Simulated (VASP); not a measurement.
**VASP 6.6.1, GW calculation on PBE orbitals, CaSe (zincblende)**

INCAR, step 1 (ground state)

```
NELM = 120
SIGMA = 0.01
ISMEAR = 0
PREC = Accurate
LCHARG = .FALSE.
GGA = PE
EDIFF = 1E-7
ENCUT = 450
LWAVE = .TRUE.
LASPH = .TRUE.
LREAL = .FALSE.
```

INCAR, step 2 (empty bands)

```
SIGMA = 0.01
ALGO = Exact
NELM = 1
LOPTICS = .TRUE.
LASPH = .TRUE.
ISTART = 1
LREAL = .FALSE.
LCHARG = .FALSE.
LWAVE = .TRUE.
GGA = PE
EDIFF = 1E-7
ENCUT = 450
NBANDS = 302
PREC = Accurate
ISMEAR = 0
```

INCAR, step 3 (GW)

```
PREC = Accurate
EDIFF = 1E-7
NELMGW = 3
ENCUTGWSOFT = 150
NOMEGA = 64
ALGO = EVGW0
ENCUTGW = 150
SIGMA = 0.01
ISTART = 1
LASPH = .TRUE.
PRECFOCK = Fast
LREAL = .FALSE.
GGA = PE
LWAVE = .FALSE.
LCHARG = .FALSE.
NBANDSGW = 16
NELM = 120
ISMEAR = 0
ENCUT = 450
NBANDS = 302
```

KPOINTS

```
KPOINTS created by Atomic Simulation Environment
0
Gamma
4 4 4
0 0 0
```

POSCAR

```
Ca Se
 1.0000000000000000
     0.0000000000000000    3.2795613673240402    3.2795613673240402
     3.2795613673240402    0.0000000000000000    3.2795613673240402
     3.2795613673240402    3.2795613673240402    0.0000000000000000
 Ca  Se
   1   1
Cartesian
  0.0000000000000000  0.0000000000000000 -0.0000000000000000
  1.6397806836620201  1.6397806836620201  1.6397806836620201
```

VASP ran with the GW set of PAW datasets (16 valence electrons in the cell).

Command

```
mpirun -np 1 vasp_std
```

From OUTCAR

```
k-points           NKPTS =      8   k-points in BZ     NKDIM =     64   number of bands    NBANDS=    302

   NELECT =      16.0000    total number of electrons

   dimension x,y,z NGX =    32 NGY =   32 NGZ =   32
   dimension x,y,z NGXF=    64 NGYF=   64 NGZF=   64

  energy-cutoff  :      450.00
  volume of cell :       70.55
      direct lattice vectors                 reciprocal lattice vectors
     0.000000000  3.279561367  3.279561367    -0.152459413  0.152459413  0.152459413
     3.279561367  0.000000000  3.279561367     0.152459413 -0.152459413  0.152459413
     3.279561367  3.279561367  0.000000000     0.152459413  0.152459413 -0.152459413

 k-points in reciprocal lattice and weights: KPOINTS created by Atomic Simulation Env
   0.00000000  0.00000000  0.00000000       0.016
   0.25000000  0.00000000  0.00000000       0.125
   0.50000000  0.00000000  0.00000000       0.062
   0.25000000  0.25000000  0.00000000       0.094
   0.50000000  0.25000000  0.00000000       0.375
  -0.25000000  0.25000000  0.00000000       0.188
   0.50000000  0.50000000  0.00000000       0.047
  -0.25000000  0.50000000  0.25000000       0.094

 QP shifts <psi_nk| G(iteration)W_0 |psi_nk>: iteration 1
 for sc-GW calculations column KS-energies equals QP-energies in previous step
 and V_xc(KS)=  KS-energies - (<T + V_ion + V_H > + <T+V_H+V_ion>^1  + <V_x>^1)

 k-point   1 :       0.0000    0.0000    0.0000
  band No.  KS-energies  QP-energies   sigma(KS)   V_xc(KS)     V^pw_x(r,r')   Z            occupation Imag(sigma)

      1     -38.4768     -39.6836     -22.8696     -20.7364     -34.4541       0.5657       2.0000       0.9152
      2     -19.4892     -21.4647     -22.7575     -19.9176     -27.8334       0.6956       2.0000       0.3333
      3     -19.4892     -21.4647     -22.7575     -19.9176     -27.8334       0.6956       2.0000       0.3333
      4     -19.4892     -21.4647     -22.7575     -19.9176     -27.8334       0.6956       2.0000       0.3333
      5      -9.7308     -10.7503     -14.1587     -12.6251     -19.8190       0.6648       2.0000       1.2243
      6       0.5011      -0.6410     -13.1595     -11.6299     -14.4952       0.7467       2.0000       0.1384
      7       0.5011      -0.6410     -13.1595     -11.6299     -14.4952       0.7467       2.0000       0.1384
      8       0.5011      -0.6410     -13.1595     -11.6299     -14.4952       0.7467       2.0000       0.1384
      9       3.7982       4.0165      -6.4821      -6.7532      -3.3505       0.8050       0.0000      -0.1204
     10       5.9737       7.6195     -10.6280     -12.8465      -6.0638       0.7418       0.0000      -0.2124
     11       5.9737       7.6195     -10.6280     -12.8465      -6.0638       0.7418       0.0000      -0.2124
     12       7.9879       9.6679     -11.7974     -14.1323      -6.9211       0.7195       0.0000      -0.3090
     13       7.9879       9.6679     -11.7974     -14.1323      -6.9211       0.7195       0.0000      -0.3090
     14       7.9879       9.6679     -11.7974     -14.1323      -6.9211       0.7195       0.0000      -0.3090
     15       9.6778      10.2098      -7.9619      -8.6589      -3.7861       0.7634       0.0000      -0.3073
     16       9.6778      10.2098      -7.9619      -8.6589      -3.7861       0.7634       0.0000      -0.3073

 ...

 QP shifts <psi_nk| G(iteration)W_0 |psi_nk>: iteration 2

 k-point   1 :       0.0000    0.0000    0.0000
  band No. old QP-enery  QP-energies   sigma(KS)   T+V_ion+V_H  V^pw_x(r,r')   Z            occupation Imag(sigma)

      1     -39.6836     -40.3404     -23.0459     -17.7404     -34.4541       0.5956       2.0000       0.8626
      2     -21.4647     -21.9880     -22.6728       0.4284     -27.8334       0.6712       2.0000       0.3355
      3     -21.4647     -21.9880     -22.6728       0.4284     -27.8334       0.6712       2.0000       0.3355
      4     -21.4647     -21.9880     -22.6728       0.4284     -27.8334       0.6712       2.0000       0.3355
      5     -10.7503     -11.0883     -14.1570       2.8943     -19.8190       0.6597       2.0000       1.1852
      6      -0.6410      -0.8724     -13.0779      12.1310     -14.4952       0.7564       2.0000       0.1401
      7      -0.6410      -0.8724     -13.0779      12.1310     -14.4952       0.7564       2.0000       0.1401
      8      -0.6410      -0.8724     -13.0779      12.1310     -14.4952       0.7564       2.0000       0.1401
      9       4.0165       4.0735      -6.4648      10.5514      -3.3505       0.8127       0.0000      -0.1175
     10       7.6195       7.9251     -10.7873      18.8202      -6.0638       0.7391       0.0000      -0.2237
     11       7.6195       7.9251     -10.7873      18.8202      -6.0638       0.7391       0.0000      -0.2237
     12       9.6679       9.9919     -12.0010      22.1202      -6.9211       0.7178       0.0000      -0.3418
     13       9.6679       9.9919     -12.0010      22.1202      -6.9211       0.7178       0.0000      -0.3418
     14       9.6679       9.9919     -12.0010      22.1202      -6.9211       0.7178       0.0000      -0.3418
     15      10.2098      10.3575      -7.9349      18.3366      -3.7861       0.7691       0.0000      -0.2571
     16      10.2098      10.3575      -7.9349      18.3366      -3.7861       0.7691       0.0000      -0.2571

 ...

 QP shifts <psi_nk| G(iteration)W_0 |psi_nk>: iteration 3

 k-point   1 :       0.0000    0.0000    0.0000
  band No. old QP-enery  QP-energies   sigma(KS)   T+V_ion+V_H  V^pw_x(r,r')   Z            occupation Imag(sigma)

      1     -40.3404     -40.5805     -23.0149     -17.7404     -34.4541       0.5787       2.0000       0.8791
      2     -21.9880     -22.1649     -22.6711       0.4284     -27.8334       0.6946       2.0000       0.3340
      3     -21.9880     -22.1649     -22.6711       0.4284     -27.8334       0.6946       2.0000       0.3340
      4     -21.9880     -22.1649     -22.6711       0.4284     -27.8334       0.6946       2.0000       0.3340
      5     -11.0883     -11.1889     -14.1337       2.8943     -19.8190       0.6661       2.0000       1.2031
      6      -0.8724      -0.9169     -13.0622      12.1310     -14.4952       0.7571       2.0000       0.1413
      7      -0.8724      -0.9169     -13.0622      12.1310     -14.4952       0.7571       2.0000       0.1413
      8      -0.8724      -0.9169     -13.0622      12.1310     -14.4952       0.7571       2.0000       0.1413
      9       4.0735       4.0857      -6.4629      10.5514      -3.3505       0.8136       0.0000      -0.1171
     10       7.9251       7.9856     -10.8134      18.8202      -6.0638       0.7397       0.0000      -0.2295
     11       7.9251       7.9856     -10.8134      18.8202      -6.0638       0.7397       0.0000      -0.2295
     12       9.9919      10.0566     -12.0381      22.1202      -6.9211       0.7175       0.0000      -0.3537
     13       9.9919      10.0566     -12.0381      22.1202      -6.9211       0.7175       0.0000      -0.3537
     14       9.9919      10.0566     -12.0381      22.1202      -6.9211       0.7175       0.0000      -0.3537
     15      10.3575      10.3890      -7.9382      18.3366      -3.7861       0.7692       0.0000      -0.2535
     16      10.3575      10.3890      -7.9382      18.3366      -3.7861       0.7692       0.0000      -0.2535

 ...
```

```yaml
pbe_gap_on_the_mesh: 3.20 eV
g_w_gap_on_the_mesh: 4.62 eV
```

These GW values are short of the basis and mesh limit.

The run (its last step) took about 33 min on one core of a shared host (Intel Xeon Platinum 8488C) and held 0.84 GiB at most.
